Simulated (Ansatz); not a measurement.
# Cd under changes of volume

One of the cells (21.827 Å³/atom); the others are scaled copies at fixed shape and fractional positions:

```
Cd
1.0
     0.00000    2.21815    2.21815
     2.21815    0.00000    2.21815
     2.21815    2.21815    0.00000
Cd
1
Direct
  0.00000 0.00000 0.00000
```

This isn't the form of Cd at room conditions, which is hcp.

- Program: Ansatz 0.2.0
- Functional: PBEsol
- Dispersion: D4
- Potentials or basis: all-electron LAPW, relativistic spinors
- Cutoff: 198 eV (chosen from the basis error)
- Basis error allowed: 0.001 eV/atom
- k mesh: 8 × 8 × 8
- Occupations: methfessel-paxton, width 0.05 eV
- Spin: non-collinear spin, ferromagnetic start, spin-orbit coupling
- Starting moments: [[0.0, 0.0, 0.5]] μB

```csv
volume (Å³/atom),energy over the lowest point (meV/atom),pressure (GPa)
20.518,0.00,-0.6
20.954,3.42,-1.9
21.391,10.01,-2.9
21.827,19.34,-3.9
22.264,30.98,-4.7
22.701,44.67,-5.4
23.137,?,?
```

Q: What does the run at 23.137 Å³/atom give?

A: Energy over the lowest point 60.08 meV/atom; pressure -5.9 GPa.

Worked out: A Birch-Murnaghan fit of order 3 (a polynomial in V^(-2/3)) to the other rows has its minimum at 20.32 Å³/atom, just outside them, with B0 = V·E''(V) = 67 GPa and B' = 5.9. It gives 60.01 meV/atom at 23.137 Å³/atom, against the run's 60.08, and -dE/dV = -5.9 GPa, against -5.9.

Energies are extrapolated to zero smearing.

Caveats: the k mesh is thin for a metal, which can move the energy by tens of meV per atom; pairwise dispersion overbinds metals, which lowers pressure and volume; the starting moments weren't kept.
